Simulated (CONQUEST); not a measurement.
Sn in CONQUEST: convergence with k mesh

Crystal: Sn.

```
CELL_PARAMETERS angstrom
4.57264 0.00000 0.00000
0.00000 4.57264 0.00000
0.00000 0.00000 6.46669
ATOMIC_POSITIONS crystal
Sn 0.01657 0.50385 0.24725
Sn 0.51657 0.00385 0.74725
Sn 0.47403 0.48239 0.01734
Sn 0.97403 0.98239 0.51734
```

This isn't the form of Sn at room conditions, which is tetragonal (white tin).

The cell isn't the ideal one: atoms moved at random.

- Program: CONQUEST 1.3
- Task: convergence study
- Functional: PBE
- Potentials or basis: PseudoDojo NC PBE, DZP, grid cutoff 120 Ha
- k mesh: 1 × 1 × 1
- Occupations: fermi-dirac, width 0.05 eV
- Spin: no spin polarisation

These are the settings of the first run; the series varies k mesh, with any setting tied to it.

Hardware: 1 thread of AMD EPYC 7B13 (Zen 3), on a shared host.

Problem. The values tried are 1 × 1 × 1, 2 × 2 × 1, 2 × 2 × 2, 3 × 3 × 2, 4 × 4 × 3, 5 × 5 × 4, 6 × 6 × 4, 7 × 7 × 5, 9 × 9 × 6, loosest first. From which on does the largest force stay within 0.005 eV/Å of the tightest run that finished?

Solution. From 6 × 6 × 4 on.

```csv
k mesh,"energy less the tightest run, at zero smearing (meV/atom)",pressure (GPa),largest force (eV/Å),SCF cycles,CPU time (s),peak memory (GiB)
1 × 1 × 1,3110.64,31.11,0.945,8,35,0.89
2 × 2 × 1,391.68,9.41,2.091,6,33,0.89
2 × 2 × 2,397.48,8.48,2.618,6,34,0.89
3 × 3 × 2,84.22,5.86,2.731,6,35,0.89
4 × 4 × 3,31.52,5.26,2.771,6,40,0.89
5 × 5 × 4,12.18,5.16,2.777,6,45,0.89
6 × 6 × 4,3.06,5.08,2.789,6,54,0.9
7 × 7 × 5,1.25,5.06,2.791,6,57,0.89
9 × 9 × 6,0.00,5.05,2.790,6,87,0.89
```

Against the tightest run, the pressure stays within 0.1 GPa from 6 × 6 × 4 on. Not settled before the last step: the energy (to 1 meV/atom). Meshes of other sizes hit other points, so gaps and Fermi surfaces needn't settle smoothly. The tightest run that finished is the yardstick and may itself not be fully converged.

Caveat, for the tightest run too: the basis of atomic orbitals isn't converged, which shifts pressures, moduli and gaps.
